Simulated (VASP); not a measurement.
MoS2: dielectric tensor with LDA

The system is MoS2, a slab with vacuum.

```
Mo S
1.0
     3.18402    0.00000    0.00000
    -1.59201    2.75744    0.00000
     0.00000    0.00000   28.38732
Mo S
3 6
Direct
  0.33333 0.66667 0.22816
  0.33333 0.66667 0.77184
  0.66667 0.33333 0.00000
  0.66667 0.33333 0.17349
  0.66667 0.33333 0.71719
  0.33333 0.66667 0.94533
  0.66667 0.33333 0.28281
  0.66667 0.33333 0.82651
  0.33333 0.66667 0.05467
```

```json
{
 "Program": "VASP 6.6.1",
 "Task": "dielectric tensor",
 "Functional": "LDA",
 "Potentials or basis": "VASP PAW LDA potentials, release 64 (Mo_sv, S)",
 "Cutoff": "520 eV",
 "k mesh": "10 × 10 × 1",
 "Occupations": "gaussian, width 0.02 eV",
 "Spin": "no spin polarisation",
 "Ladder": "free",
 "Further INCAR settings": "ALGO = Fast; EDIFF = 1e-08"
}
```

| Quantity | Value |
| --- | --- |
| Band gap on the k mesh | 1.29 eV, indirect (least direct gap 1.88 eV) |
| Electronic dielectric tensor (diagonal) | 10.24, 10.24, 2.22 |
| Born charges (mean of the diagonal) | Mo -1.11, -0.66; S +0.37, +0.58, +0.48 e |

Levels at points of the mesh, in eV from the valence-band top:
```tsv
k point	band 35	band 36	band 37	band 38	band 39	band 40	band 41	band 42	band 43	band 44
(0.00, 0.00, 0.00)	-2.00	-1.63	-0.68	-0.28	0.00	2.29	2.29	2.30	2.30	2.30
(0.50, 0.00, 0.00)	-1.44	-1.41	-1.12	-1.09	-1.08	1.75	1.76	1.77	2.21	2.28
```

Electronic dielectric tensor:
```
10.24  0.00  0.00
 0.00 10.24  0.00
 0.00  0.00  2.22
```

Born effective charge tensors (e):
atom 1, Mo
```
-1.05  0.00  0.00
 0.00 -1.05  0.00
 0.00  0.00 -1.22
```
atom 2, Mo
```
-1.05  0.00  0.00
 0.00 -1.05  0.00
 0.00  0.00 -1.22
```
atom 3, Mo
```
-1.05  0.00  0.00
 0.00 -1.05  0.00
 0.00  0.00  0.10
```
atom 4, S
```
0.52 0.00 0.00
0.00 0.52 0.00
0.00 0.00 0.07
```
atom 5, S
```
0.53 0.00 0.00
0.00 0.53 0.00
0.00 0.00 0.70
```
atom 6, S
```
0.52 0.00 0.00
0.00 0.52 0.00
0.00 0.00 0.40
```
atom 7, S
```
0.53 0.00 0.00
0.00 0.53 0.00
0.00 0.00 0.70
```
atom 8, S
```
0.52 0.00 0.00
0.00 0.52 0.00
0.00 0.00 0.07
```
atom 9, S
```
0.52 0.00 0.00
0.00 0.52 0.00
0.00 0.00 0.40
```

Wall time 16 min on 4 MPI ranks on Intel(R) Xeon(R) 6975P-C (Granite Rapids), on a shared host, peak memory 1.2 GiB a rank.
